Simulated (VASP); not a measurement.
# Mg (Fm-3m) in VASP: a series of runs, part 2 of 2

VASP 6.6.1. The steps go on from the part before.

## (3) Optical spectrum, vdW-DF-cx (volume scaled by 0.8)

File INCAR:

```
  AGGAC = 0.0
  ALGO = Normal
  CSHIFT = 0.05
  EDIFF = 1E-6
  ENCUT = 520
  GGA = CX
  ISIF = 2
  ISMEAR = 1
  LASPH = True
  LCHARG = False
  LOPTICS = True
  LREAL = False
  LUSE_VDW = True
  LWAVE = False
  NBANDS = 5
  NEDOS = 2000
  NELM = 80
  PREC = Accurate
  SIGMA = 0.2
```

File KPOINTS:

```
k-points
0
Monkhorst-Pack
  10 10 10
```

File POSCAR:

```
Mg
2.9463
    0.000000000000      0.707118323966      0.707118323966
    0.707118323966      0.000000000000      0.707118323966
    0.707118323966      0.707118323966      0.000000000000
Mg
1
Direct
    0.0000000000      0.0000000000      0.0000000000
```

Potentials or basis: VASP PAW PBE potentials, release 64 (Mg).

Command:

```sh
cat potpaw_PBE.64/Mg/POTCAR > POTCAR
mpirun -np 1 vasp_std > vasp.out
```

OUTCAR:

```text
EDIFF = 1E-6
   ENCUT = 520
   GGA = CX
   ISIF = 2
   ISMEAR = 1
   LASPH = True
   LREAL = False
   NELM = 80
   PREC = Accurate

 ion  position               nearest neighbor table
   1  0.000  0.000  0.000-

  LATTYP: Found a face centered cubic cell.
 ALAT       =     4.1667654358

  Lattice vectors:

 A1 = (   0.0000000000,   2.0833827179,   2.0833827179)
 A2 = (   2.0833827179,   0.0000000000,   2.0833827179)
 A3 = (   2.0833827179,   2.0833827179,   0.0000000000)

[... 419 lines left out ...]
     0.00000     0.00000     0.00000     0.00000     0.00000     0.00000     0.00000
     0.29865     0.56305     0.56305     0.56305     0.00000    -0.00000     0.00000
     0.59730     1.27358     1.27358     1.27358     0.00000    -0.00000     0.00000
     0.89596    23.37754    23.37754    23.37754     0.00000     0.00000     0.00000
     1.19461    90.08405    90.08405    90.08405    -0.00000    -0.00000     0.00000
     1.49326     4.23180     4.23180     4.23180     0.00000     0.00000    -0.00000
[... 92 lines left out ...]
    29.26788     0.00022     0.00022     0.00022    -0.00000    -0.00000    -0.00000
    29.56653     0.00022     0.00022     0.00022    -0.00000    -0.00000    -0.00000

  frequency dependent      REAL DIELECTRIC FUNCTION (independent particle, no local field effects) density-density
     E(ev)        X           Y           Z          XY          YZ          ZX
  --------------------------------------------------------------------------------------------------------------
     0.00000    25.11614    25.11614    25.11614     0.00000    -0.00000    -0.00000
     0.29865    26.70417    26.70417    26.70417     0.00000    -0.00000    -0.00000
     0.59730    34.02124    34.02124    34.02124     0.00000    -0.00000    -0.00000
     0.89596    58.73841    58.73841    58.73841     0.00000     0.00000    -0.00000
     1.19461   -10.75476   -10.75476   -10.75476    -0.00000     0.00000     0.00000
     1.49326   -22.23308   -22.23308   -22.23308     0.00000     0.00000    -0.00000
[... 92 lines left out ...]
    29.26788     0.93689     0.93689     0.93689     0.00000     0.00000    -0.00000
    29.56653     0.93820     0.93820     0.93820     0.00000     0.00000    -0.00000

  frequency dependent IMAGINARY DIELECTRIC FUNCTION (independent particle, no local field effects) current-current
     E(ev)      X         Y         Z        XY        YZ        ZX
  --------------------------------------------------------------------------------------------------------------
     0.00000   159.01020   159.01020   159.01020    -0.00000     0.00000     0.00000
     0.29865     8.84320     8.84320     8.84320    -0.00000     0.00000     0.00000
     0.59730     5.12200     5.12200     5.12200    -0.00000    -0.00000     0.00000
     0.89596    30.89655    30.89655    30.89655    -0.00000     0.00000     0.00000
     1.19461    86.11154    86.11154    86.11154    -0.00000     0.00000     0.00000
     1.49326     3.67600     3.67600     3.67600    -0.00000     0.00000     0.00000
[... 92 lines left out ...]
    29.26788     0.00001     0.00001     0.00001     0.00000    -0.00000    -0.00000
    29.56653     0.00001     0.00001     0.00001     0.00000    -0.00000    -0.00000

  frequency dependent      REAL DIELECTRIC FUNCTION (independent particle, no local field effects) current-current
     E(ev)        X           Y           Z          XY          YZ          ZX
  --------------------------------------------------------------------------------------------------------------
     0.00000    24.59004    24.59004    24.59004    -0.00000     0.00000     0.00000
     0.29865    25.98798    25.98798    25.98798    -0.00000     0.00000     0.00000
     0.59730    33.90682    33.90682    33.90682    -0.00000    -0.00000     0.00000
     0.89596    60.21410    60.21410    60.21410    -0.00000    -0.00000     0.00000
     1.19461   -25.24958   -25.24958   -25.24958     0.00000    -0.00000     0.00000
     1.49326   -20.67684   -20.67684   -20.67684     0.00000    -0.00000    -0.00000
[... 92 lines left out ...]
    29.26788     0.93699     0.93699     0.93699     0.00000    -0.00000    -0.00000
    29.56653     0.93830     0.93830     0.93830     0.00000    -0.00000    -0.00000
```

stdout:

```text
POSCAR found type information on POSCAR Mg
 POSCAR found :  1 types and       1 ions
 scaLAPACK will be used
 -----------------------------------------------------------------------------
|                                                                             |
|                                                                             |
|     You have switched on vdW-DFT.                                           |
|     This routine was written and supplied by Jiri Klimes. We recommend      |
[... 19 lines left out ...]
 FFT: planning ... GRIDC
 FFT: planning ... GRID_SOFT
 FFT: planning ... GRID
 WAVECAR not read
 entering main loop
 optical routines
 imaginary and real dielectric function
 recalculating local potential from charge density
 direction            1
 direction            2
 direction            3
```

It took 19 s on 1 thread of Intel Xeon Platinum 8488C (Sapphire Rapids), shared host; peak memory 0.26 GiB.

What came out:

```
Free energy : 0.0208 eV
Pressure    : 13.8 GPa
```

Dielectric function (mean over the directions given):
```tsv
energy (eV)	real part	imaginary part
0.27	26.39	0.50
0.90	58.74	23.38
1.61	-7.52	4.37
2.24	-10.40	4.71
2.96	-5.15	0.91
3.58	-2.53	0.34
4.30	-1.91	0.51
5.02	-0.84	0.49
5.64	-0.67	0.31
6.36	-0.12	0.30
6.99	0.11	0.35
7.71	0.22	0.15
8.42	0.28	0.13
9.05	0.30	0.18
9.77	0.45	0.08
10.39	0.52	0.06
11.11	0.57	0.08
11.74	0.65	0.10
12.45	0.64	0.06
13.17	0.68	0.02
13.80	0.73	0.02
14.51	0.79	0.04
15.14	0.72	0.07
15.86	0.75	0.04
16.58	0.79	0.02
17.20	0.81	0.02
17.92	0.83	0.02
18.55	0.83	0.01
19.26	0.84	0.01
19.98	0.86	0.00
```

Caveat: spectra need much finer meshes, so this one isn't converged; independent-particle spectra lack excitons; the intraband (Drude) part of a metal's response may be missing; the PAW data sets were made with another functional, which shifts forces and pressure a little.

## (4) The reference run

An earlier run on the cell as given: functional PBE; potentials or basis VASP PAW PBE potentials, release 64 (Mg); cutoff 520 eV; k mesh 10 × 10 × 10; occupations fermi-dirac, width 0.05 eV; no spin polarisation.

- Pressure: 0.7 GPa
- Band gap on the k mesh: none (metal or under the smearing width)

## (5) Overview

```tsv
task	level	potentials or basis	cell	k mesh	cutoff (eV)	smearing	monkhorst-Pack mesh	other keys	pressure (GPa)
band structure	PBE+D3	VASP PAW PBE potentials, release 64 (Mg_GW)	as given	6 × 6 × 6	550	methfessel-paxton 0.2 eV	-	-	-0.7
optical spectrum	vdW-DF-cx	VASP PAW PBE potentials, release 64 (Mg)	volume scaled by 0.8	10 × 10 × 10	520	methfessel-paxton 0.2 eV	yes	shifted = yes; NBANDS = 5	13.8
single point	PBE	VASP PAW PBE potentials, release 64 (Mg)	as given	10 × 10 × 10	520	fermi-dirac 0.05 eV	-	-	0.7
```

Alike in all rows: no spin polarisation.

Caveats: pairwise dispersion overbinds metals, which lowers pressure and volume (some runs); spectra need much finer meshes, so this one isn't converged (some runs); independent-particle spectra lack excitons (some runs); the intraband (Drude) part of a metal's response may be missing (some runs); the PAW data sets were made with another functional, which shifts forces and pressure a little (some runs).

Total energies depend on the potentials used, so only differences within one code and one set of settings carry meaning.
